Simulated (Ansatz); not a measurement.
## Zn: phonons with PBE+D3(BJ)+ATM

Crystal: Zn.

```
CELL_PARAMETERS angstrom
2.67000 0.00000 0.00000
-1.33500 2.31229 0.00000
0.00000 0.00000 4.96600
ATOMIC_POSITIONS crystal
Zn 0.66667 0.33333 0.75000
Zn 0.33333 0.66667 0.25000
```

| Item | Value |
| --- | --- |
| Program | Ansatz 0.2.0 |
| Task | phonons |
| Functional | PBE |
| Dispersion | D3(BJ)+ATM |
| Potentials or basis | PseudoDojo stringent |
| Cutoff | 1143 eV |
| Density cutoff | 4572 eV |
| k mesh | 8 × 8 × 4 |
| Occupations | fermi-dirac, width 0.01 eV |
| Spin | no spin polarisation |
| Driver | calculator |
| Delta | 0.01 |

```
Pressure                      : -4.2 GPa
Highest phonon frequency at Γ : 136 cm⁻¹
```

Stress tensor (GPa, compression positive):
```
-3.20  0.00  0.00
 0.00 -3.20  0.00
 0.00  0.00 -6.17
```

Phonon frequencies in cm⁻¹ (negative: imaginary):
```csv
q point,frequencies
"(0.000, 0.000, 0.000)",0 0 0 67 67 136
```

Wall time 62 s on 2 threads of Arm Neoverse V1, with other jobs on the host, peak memory 0.52 GiB.

Caveat: the cell is more than 3 GPa from zero pressure, which shifts response properties.
